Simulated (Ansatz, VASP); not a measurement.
# One calculation of Au, two programs

INCAR

```
SYSTEM = Au
ALGO = Normal
EDIFF = 1E-6
EDIFFG = -0.02
ENCUT = 600
GGA = PS
IBRION = 2
ISIF = 3
ISMEAR = -1
LASPH = .True.
LCHARG = .False.
LREAL = .False.
LWAVE = .False.
NELM = 80
NSW = 80
PREC = Accurate
SIGMA = 0.05
```

File KPOINTS:

```
k-points
0
Gamma
  11 11 11
  0 0 0
```

File POSCAR:

```
Au
1.0
    0.0000000000      2.0350000000      2.0350000000
    2.0350000000      0.0000000000      2.0350000000
    2.0350000000      2.0350000000      0.0000000000
Au
1
Direct
    0.0000000000      0.0000000000      0.0000000000
```

input.yaml

```yaml
crystal:
  lattice:
    - [0.0, 2.035, 2.035]
    - [2.035, 0.0, 2.035]
    - [2.035, 2.035, 0.0]
  atoms:
    - { symbol: Au, position: [0.0, 0.0, 0.0] }
kpoints:
  mp_grid: { grid: [11, 11, 11] }
scf:
  occupations: { method: fermi_dirac, width: 0.05 }
hamiltonian:
  xc: pbesol
  pseudopotentials: { kind: all_electron, lapw: { basis_error: 0.001 } }
output:
  forces: true
  stress: true
relax:
  f_tol: 0.02
  max_steps: 60
  cell: {}
```

Alike in both runs: task relaxation of cell and atoms; functional PBEsol; k mesh 11 × 11 × 11; occupations fermi-dirac, width 0.05 eV; no spin polarisation.

```csv
,VASP,Ansatz
version,VASP 6.6.1,Ansatz 0.2.0
potentials or method,"VASP PAW PBE potentials, release 64 (Au)","all-electron LAPW, scalar-relativistic"
plane-wave cutoff (eV),600,see its input
```

Ansatz gave:

```
relaxed volume (Å³/atom)                                     : 17.01
relaxed cell length with the largest relative difference (Å) : 2.887
```

Question: What did VASP give for the same quantities?

Answer: Relaxed volume (Å³/atom): 16.99; relaxed cell length with the largest relative difference (Å): 2.886.

Ansatz ran all-electron here, so the differences hold the error of VASP's frozen core and of both bases.

Caveats: the PAW data sets were made with another functional, which shifts forces and pressure a little (VASP). Zero-point motion and thermal expansion aren't in these numbers. Spin-orbit coupling is left out, which matters for the levels of Au.
